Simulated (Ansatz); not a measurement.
# Zn (Fm-3m) in Ansatz: further runs

The runs below take Zn through band structure, with BLYP, r2SCAN.

Everything below comes from runs of Ansatz 0.2.0. Logs are shortened: lines on timing, memory, paths and dates and some standing lists are left out, and cuts for length are marked.

## (1) The crystal as given

It takes space group Fm-3m (No. 225, cubic). The conventional cell has a = 3.930 Å, b = 3.930 Å, c = 3.930 Å, α = 90.00°, β = 90.00°, γ = 90.00°. Around Zn (site symmetry m-3m) lie 12 Zn at 2.78 Å.

This isn't the form of Zn at room conditions, which is hcp.

## (2) Band structure, BLYP

input.yaml

```yaml
crystal:
  lattice:
    - [0.0, 1.964776, 1.964776]
    - [1.964776, 0.0, 1.964776]
    - [1.964776, 1.964776, 0.0]
  atoms:
    - { symbol: Zn, position: [0.0, 0.0, 0.0] }
hamiltonian:
  xc: blyp
  pseudopotentials: { kind: paw }
kpoints:
  mp_grid: { grid: [12, 12, 12] }
  band_path:
    path:
      - [[0.0, 0.0, 0.0], [0.5, 0.0, 0.5], [0.5, 0.25, 0.75], [0.375, 0.375, 0.75], [0.0, 0.0, 0.0], [0.5, 0.5, 0.5], [0.625, 0.25, 0.625], [0.5, 0.25, 0.75], [0.5, 0.5, 0.5], [0.375, 0.375, 0.75]]
      - [[0.625, 0.25, 0.625], [0.5, 0.0, 0.5]]
    npoints: 14
scf:
  occupations: { method: fermi_dirac, width: 0.05 }
  n_extra_bands: 6
output:
  forces: true
  stress: true
  eigenvalues: true
  fatbands: false
```

Potentials or basis: Ansatz PAW.

Command:

```
> ansatz run input.yaml --threads 2 --pin off --max-ram 5632MiB --backend cpu --events-out ev --progress --plain --runs-dir out
```

The log of the run:

```text
Warning: RAYON_NUM_THREADS=2 ignored (pool sized by the plan → 2); use --threads N
scf.n_extra_bands = 6 over 6 filled bands (N_el = 12.0): the run solves 12 bands
Engine: ansatz 0.2.0, aarch64-unknown-linux-gnu
Pseudopotentials: kind: paw
Pseudopotential: Zn, paw, valence charge 12, recommended cutoff 420 eV (normal), Zn.paw.azcp
Functional definition: BLYP
  parameter beta = 0.0042
  parameter a = 0.04918
  parameter b = 0.132
  parameter c = 0.2533
  parameter d = 0.349
  exchange = b88_x(beta = beta)
  correlation = lyp_c(a = a, b = b, c = c, d = d)
Crystal: 1 atoms, lattice volume = 15.169 Å³
Basis set: ecut = 420 eV, 307 PW (Γ), exchange–correlation on 40×40×40 points (8 copies of the dense FFT grid, shifted against one another)
Bands: 12, of which v1, the nominal top of the filled ones, is band 6 counted from 1 (5 counted from 0)
Symmetry: 48 space group operations
Space group: Fm-3m (ITA 225), of the structure as read, at distance tolerance 2.5e-5 Å
k-points: 72 of 1728
Non-local potential: Zn, projectors of the file, l = 0: 2, l = 1: 2, l = 2: 3, l = 3: 1
PAW form: soft (Blöchl's): semilocal exchange-correlation on the pseudo side does not see the compensation charge
PAW frozen core: Zn, regenerated for the run's functional, and the local potential with it (the file was generated under x = pbe(κ = 0.804, μ = 0.2195149727645171), c = pbe(β = 0.06672455060314922))
PAW one-centre angular grid: Zn, 590 points (default); XC on 64 Gauss nodes
Initial density: superposition of atomic densities (neutral atoms: chi_scale 0, normalization atom), corrected by the library's trained network
Initial wavefunctions: pseudopotential atomic-orbital guess
Functional: x = b88, c = lyp
SCF iter   1: F=—  HF=-3328.365148 eV  |F-HF|=—  |Δ(HF+E_count)|=         —  Δρ=6.68e-3  dr2=6.78e-3  ethr=1.77e-3  ⟨swp⟩=5.0  Hψ=5170  notcnv=0  defer=1
preconditioner: auto → none  [metal: Δε(μ)=0.123 eV  Ē_g=21.423 eV  σ=0.050 eV  W_gap=0.45  n_scr=0 (ndim 8)  ℏωp=33.0 eV  f_vac=0.000  D(μ)=0.42/eV (n_scr^D=0)]
SCF iter   2: F=—  HF=-3328.365082 eV  |F-HF|=—  |Δ(HF+E_count)|=   6.59e-5  Δρ=4.91e-3  dr2=1.33e-3  ethr=5.65e-5  ⟨swp⟩=2.1  Hψ=1796  notcnv=0  defer=100
SCF iter   3: F=—  HF=-3328.365046 eV  |F-HF|=—  |Δ(HF+E_count)|=   3.56e-5  Δρ=1.93e-3  dr2=5.76e-4  ethr=1.11e-5  ⟨swp⟩=2.0  Hψ=1493  notcnv=0  defer=100
SCF iter   4: F=—  HF=-3328.364932 eV  |F-HF|=—  |Δ(HF+E_count)|=   1.14e-4  Δρ=3.14e-4  dr2=6.13e-6  ethr=4.80e-6  ⟨swp⟩=2.2  Hψ=1108  notcnv=0  defer=100
SCF iter   5: F=—  HF=-3328.364941 eV  |F-HF|=—  |Δ(HF+E_count)|=   8.39e-6  Δρ=1.94e-4  dr2=3.26e-6  ethr=5.11e-8  ⟨swp⟩=2.0  Hψ=1192  notcnv=0  defer=100
SCF iter   6: F=-3328.364940 eV  HF=-3328.364940 eV  |F-HF|=4.59e-9  |Δ(HF+E_count)|=   1.24e-6  Δρ=8.25e-6  dr2=5.77e-9  ethr=8.33e-10  ⟨swp⟩=6.4  Hψ=4199  notcnv=0
SCF 1 converged in 6 iterations: F = -3328.364940 eV  dr2 = 5.77e-9
NSCF: frozen V_eff on 142 k-points
SCF converged after 6 iterations
Free energy (F): -3328.364940 eV
Harris-Foulkes:  -3328.364940 eV  (|F-HF|=4.59e-9)
Internal energy: -3328.361390 eV  (E = F + TS)
E sigma→0 (E₀):  -3328.363165 eV
Entropy (-TS):   -0.003549 eV (-3.549 meV/atom)
Fermi energy:    11.448265 eV
--- Per-component energies (eV) ---
  E_band       = 53.543823
  E_kinetic    = 131.702767
  E_local      = -1528.262405  (includes V_loc(G=0)·N_el)
  E_nonlocal   = 608.036218
  E_hartree    = 642.155052
  E_xc         = -136.496319
  E_vxc        = -51.392740  (∫ρ·V_xc dr)
  E_paw        = -1835.758975  (= ΣΔE_a)
  E_vpaw       = -390.853559  (= ΣTr[D̂ρ^β])
  E_aug_tail   = -0.000375  (compensation charges beyond the density's cutoff)
  E_ewald      = -1209.671730
  E_core_change = -0.065622  (= ΣΔE_core)
  E_smearing   = -0.003549  (= −TS)
  E_closure    = 0.000000  (closes the sum)
  Σ components = -3328.364940   (vs F -3328.364940, Δ=0.00e0)
--- Forces (eV/Å), atoms counted from 1 ---
  atom   1  Zn     0.00000000     0.00000000     0.00000000
  max |Σ_I F_I| component: 1.97e-31 eV/Å
--- Stress (GPa, compression-positive) ---
        6.032991      -0.000000      -0.000000
       -0.000000       6.032991       0.000000
        0.000000      -0.000000       6.032991
  P = ⅓ Tr σ = 6.0330 GPa (60.330 kbar)
--- Band table (eV; the first three rows and the last of 72) ---
  k-point 0: bands = ["1.1744", "3.7229", "3.7229", "3.7229", "4.1004", "4.1004", "29.4649", "29.4649", "29.4649", "30.3721", "32.3806", "32.3806"]
  k-point 1: bands = ["1.3831", "3.7076", "3.7461", "3.7461", "4.0943", "4.0943", "26.5581", "28.9000", "28.9000", "30.0874", "33.2782", "33.2782"]
  k-point 2: bands = ["1.9794", "3.6986", "3.7922", "3.7922", "4.0964", "4.0964", "22.5721", "28.0059", "28.0059", "29.9371", "34.8473", "34.8473"]
  k-point 71: bands = ["3.4084", "3.6382", "3.6382", "4.1268", "4.4599", "13.7868", "13.7868", "14.3053", "15.7347", "33.0126", "33.5176", "33.5176"]
```

Wall time 1.1 s (2 threads of Arm Neoverse V1, shared host); peak memory 0.26 GiB.

Results:

- Free energy: -3328.3649 eV
- Pressure: 6.0 GPa
- Band gap on the k mesh: none (metal or under the smearing width)

Levels at the corners of the path, in eV from the Fermi level:
```csv
point,band 2,band 3,band 4,band 5,band 6,band 7,band 8,band 9,band 10,band 11
Γ,-7.73,-7.73,-7.73,-7.35,-7.35,18.02,18.02,18.02,18.92,20.93
X,-8.32,-7.08,-6.99,-6.99,-0.89,1.68,8.36,8.36,12.29,13.38
W,-7.81,-7.81,-7.32,-6.99,2.34,2.34,2.86,4.29,21.56,22.07
K,-8.01,-7.41,-7.25,-7.08,0.85,1.52,2.72,9.87,13.62,21.56
Γ,-7.73,-7.73,-7.73,-7.35,-7.35,18.02,18.02,18.02,18.92,20.93
L,-7.73,-7.73,-7.06,-7.06,-2.70,-1.46,14.98,14.98,17.67,18.99
U,-8.01,-7.41,-7.25,-7.08,0.85,1.52,2.72,9.87,13.62,21.56
W,-7.81,-7.81,-7.32,-6.99,2.34,2.34,2.86,4.29,21.56,22.07
L,-7.73,-7.73,-7.06,-7.06,-2.70,-1.46,14.98,14.98,17.67,18.99
K,-8.01,-7.41,-7.25,-7.08,0.85,1.52,2.72,9.87,13.62,21.56
U,-8.01,-7.41,-7.25,-7.08,0.85,1.52,2.72,9.87,13.62,21.56
X,-8.32,-7.08,-6.99,-6.99,-0.89,1.68,8.36,8.36,12.29,13.38
```

Caveat: the PAW data sets come from PBE, with cores solved anew for the run's functional, which leaves a small shift of forces and pressure.

## (3) Band structure, r2SCAN

input.yaml: that of step 2 with these lines changed.

```diff
@@ -8,3 +8,3 @@
 hamiltonian:
-  xc: blyp
+  xc: r2scan
   pseudopotentials: { kind: paw }
@@ -24,2 +24,6 @@
   eigenvalues: true
-  fatbands: false
+  fatbands: true
+  write_density: true
+  write_potential: true
+  elf: true
+  volumetric_format: npy
```

Potentials or basis: Ansatz PAW.

Command:

```
> ansatz run input.yaml --threads 2 --pin off --max-ram 5632MiB --backend cpu --events-out ev --progress --plain --runs-dir out
```

Wall time 2.6 s (2 threads of Arm Neoverse V1, shared host); peak memory 0.33 GiB.

Results (log left out):

* Free energy: -3325.6177 eV
* Pressure: -4.6 GPa
* Band gap on the k mesh: none (metal or under the smearing width)

Levels at the corners of the path, in eV from the Fermi level:
```
point  band 4  band 5  band 6  band 7  band 8  band 9
    Γ   -7.87   -7.48   -7.48   19.31   19.31   19.31
    X   -7.12   -7.12   -1.07    1.99    8.93    8.93
    W   -7.46   -7.12    2.35    2.35    3.56    4.25
    K   -7.39   -7.21    0.77    1.74    2.92   10.53
    Γ   -7.87   -7.48   -7.48   19.31   19.31   19.31
    L   -7.19   -7.19   -3.05   -1.30   16.14   16.14
    U   -7.39   -7.21    0.77    1.74    2.92   10.53
    W   -7.46   -7.12    2.35    2.35    3.56    4.25
    L   -7.19   -7.19   -3.05   -1.30   16.14   16.14
    K   -7.39   -7.21    0.77    1.74    2.92   10.53
    U   -7.39   -7.21    0.77    1.74    2.92   10.53
    X   -7.12   -7.12   -1.07    1.99    8.93    8.93
```

Caveat: the PAW data sets come from PBE, with cores solved anew for the run's functional, which leaves a small shift of forces and pressure.
